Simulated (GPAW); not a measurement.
The system is FeGe.

```
Ge Fe
1.0
     4.99760    0.00000    0.00000
    -2.49880    4.32805    0.00000
     0.00000    0.00000    4.11576
Ge Fe
3 3
Direct
  0.66667 0.33333 0.50000
  0.33333 0.66667 0.50000
  0.00000 0.00000 0.00000
  0.00000 0.50000 0.00000
  0.50000 0.50000 0.00000
  0.50000 0.00000 0.00000
```

The cell is a database's computed one.

Base run:

| Property | Result |
| --- | --- |
| Program | GPAW 26.7.0 |
| Functional | PBEsol |
| Potentials or basis | PAW data sets generated in the run's folder for this functional |
| Cutoff | 600 eV |
| Basis | pw |
| k mesh | 6 × 6 × 7 |
| Occupations | fermi-dirac, width 0.05 eV |
| Spin | collinear spin, ferromagnetic start |
| Starting moments | [0.0, 0.0, 0.0, 3.0, 3.0, 3.0] μB |

Its results: pressure -9.2 GPa; net moment 4.26 μB per cell; site moments Ge -0.03, -0.05; Fe +1.48 μB.

**Question.** The run is repeated on the same cell with these changes: k mesh from 6 × 6 × 7 to 4 × 4 × 4. What comes out?

**Answer.** Pressure -8.6 GPa; net moment 4.51 μB per cell; site moments Ge -0.03, -0.04; Fe +1.55 μB.

Caveats: some runs use coarse meshes.
